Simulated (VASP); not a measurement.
Crystal: GaAs.

```xyz
2
Lattice="0.0000 2.8268 2.8268 2.8268 0.0000 2.8268 2.8268 2.8268 0.0000" Properties=species:S:1:pos:R:3 pbc="T T T"
As    4.2403    4.2403    4.2403
Ga    0.0000    0.0000    0.0000
```

| Property | Result |
| --- | --- |
| Program | VASP 6.6.1 |
| Task | relaxation of cell and atoms |
| Functional | optB88-vdW |
| Potentials or basis | VASP PAW PBE potentials, release 64 (As, Ga_d) |
| Cutoff | 600 eV |
| k mesh | 8 × 8 × 8 |
| Occupations | fermi-dirac, width 0.05 eV |
| Spin | no spin polarisation |

At the start: pressure 3.1 GPa; volume 22.59 Å³/atom.

Where does the relaxation end?

Over 5 steps the energy falls by 10.0 meV/atom and the volume is 23.66 Å³/atom (+4.7 %); space group F-43m (No. 216, to 0.05 Å).

The path:
| step | energy change (eV) | largest force (eV/Å) | pressure (GPa) | volume (Å³) |
| --- | --- | --- | --- | --- |
| 1 | 0.0000 | 0.0000 | 3.13 | 45.18 |
| 2 | -0.0177 | 0.0000 | -0.97 | 48.13 |
| 3 | -0.0201 | 0.0000 | 0.11 | 47.33 |
| 4 | -0.0200 | 0.0000 | -0.10 | 47.41 |
| 5 | -0.0201 | 0.0000 | 0.04 | 47.32 |

Final structure:
```xyz
2
Lattice="0.0000 2.8708 2.8708 2.8708 0.0000 2.8708 2.8708 2.8708 0.0000" Properties=species:S:1:pos:R:3 pbc="T T T"
As    4.3062    4.3062    4.3062
Ga    0.0000    2.8708    2.8708
```

Caveat: the PAW data sets were made with another functional, which shifts forces and pressure a little.
